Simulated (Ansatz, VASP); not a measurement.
# GaSb in VASP and in Ansatz

```
Sb Ga
1.0
     0.00000    3.05900    3.05900
     3.05900    0.00000    3.05900
     3.05900    3.05900    0.00000
Sb Ga
1 1
Direct
  0.75000 0.75000 0.75000
  0.00000 0.00000 0.00000
```

Alike in both runs: task single point; functional PBE; k mesh 8 × 8 × 8; occupations gaussian, width 0.025 eV; no spin polarisation.

|  | VASP | Ansatz |
| --- | --- | --- |
| version | VASP 6.6.1 | Ansatz 0.2.0 |
| potentials or method | VASP PAW PBE potentials, release 64 (Sb, Ga_d), cutoff 520 eV | all-electron LAPW, scalar-relativistic |

|  | VASP | Ansatz | Ansatz less VASP |
| --- | --- | --- | --- |
| gap on the k mesh at the Fermi level (eV) | 0.04 | 0.04 | +0.003 |
| least direct gap on the mesh (eV) | 0.04 | 0.04 | +0.003 |
| pressure (GPa) | 2.4 | 2.3 | -0.07 |

Ansatz ran all-electron here, so the differences hold the error of VASP's frozen core and of both bases.

Caveats: spin-orbit coupling is left out, which moves the levels of the heavy elements.
